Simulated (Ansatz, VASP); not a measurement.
Nb in VASP and in Ansatz

```xyz
1
Lattice="2.6656 0.0000 0.0000 0.0000 2.6656 0.0000 0.0000 0.0000 2.6656" Properties=species:S:1:pos:R:3 pbc="T T T"
Nb    0.0000    0.0000    0.0000
```

Alike in both runs: functional LDA; k mesh 12 × 12 × 12; occupations fermi-dirac, width 0.1 eV; no spin polarisation.

Ansatz relaxed the structure, and its values are those at the end. VASP's run is a single point on that final structure, the one shown.

```csv
,VASP,Ansatz
version,VASP 6.6.1,Ansatz 0.2.0
potentials or method,"VASP PAW LDA potentials, release 64 (Nb_sv)","plane waves (420 eV) with PAW, scalar-relativistic"
plane-wave cutoff (eV),520,420
valence electrons in the cell,13,13
```

|  | VASP | Ansatz | Ansatz less VASP |
| --- | --- | --- | --- |
| pressure (GPa) | -0.1 | 0.0 | +0.07 |

Ansatz warned: «pseudo_functional_mismatch».
